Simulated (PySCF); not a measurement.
# How the functional moves excitation energies

Compound: C2H4O2.
SMILES with atom numbers: `[CH3:1][C:2](=[O:3])[OH:4]` (hydrogens: H5, H6, H7 on C1; H8 on O4)

Linear-response calculations in the def2-SVPD basis (PySCF; singlets by full response, triplets Tamm–Dancoff, core orbitals frozen in the response; HF means time-dependent Hartree–Fock). 'Strongest' is the level of largest summed f among the singlets computed (10 roots, of which the last may lack a degenerate partner); it can jump between rows when another state enters that window. S1 is the lowest singlet of each run and needn't be the same state throughout; f(S1) is that of one state. Isolated species at its PBE0-D3(BJ)/def2-SVP geometry (one conformer only).

```csv
functional,kind,S1 (eV),f(S1),strongest (eV),T1 (eV),HOMO (eV),gap (eV),"ionisation energy, ΔSCF (eV)"
LDA,LDA,5.62,0.000,8.24,5.17,-6.76,5.38,10.92
PBE,GGA,5.64,0.000,8.19,5.12,-6.57,5.44,10.63
B3LYP,"global hybrid, 20% exact exchange",5.84,0.000,8.64,5.33,-8.01,7.72,10.84
PBE0,"global hybrid, 25% exact exchange",5.91,0.000,8.84,5.36,-8.26,8.28,10.76
BHandHLYP,"global hybrid, 50% exact exchange",6.17,0.001,8.91,5.65,-9.93,10.80,10.72
wB97X-D,range-separated hybrid,5.96,0.000,8.66,5.47,-10.21,12.11,10.87
LC-wPBE,range-separated hybrid,5.94,0.000,8.79,5.39,-11.09,13.21,11.01
HF,Hartree–Fock,6.74,0.001,9.46,6.25,-12.55,14.91,not settled
```

What does CAM-B3LYP (range-separated hybrid) give?

S1 (eV) 5.93, f(S1) 0.000, strongest (eV) 8.99, T1 (eV) 5.41, HOMO (eV) -9.78, gap (eV) 10.79, ionisation energy, ΔSCF (eV) 10.95. S1 runs from 5.62 eV (LDA) to 6.74 eV (HF), a spread of 1.12 eV, while the orbital gap spreads over 9.5 eV. Along PBE (0%), B3LYP (20%), PBE0 (25%), BHandHLYP (50%), HF (100%) S1 rises with the share of exact exchange. −ε(HOMO) comes closest to its own ΔSCF ionisation energy with LC-wPBE (+0.08 eV) and misses most with LDA (-4.16 eV). 'Not settled' means that the ion's SCF failed to converge or may have ended in another state than the lowest.
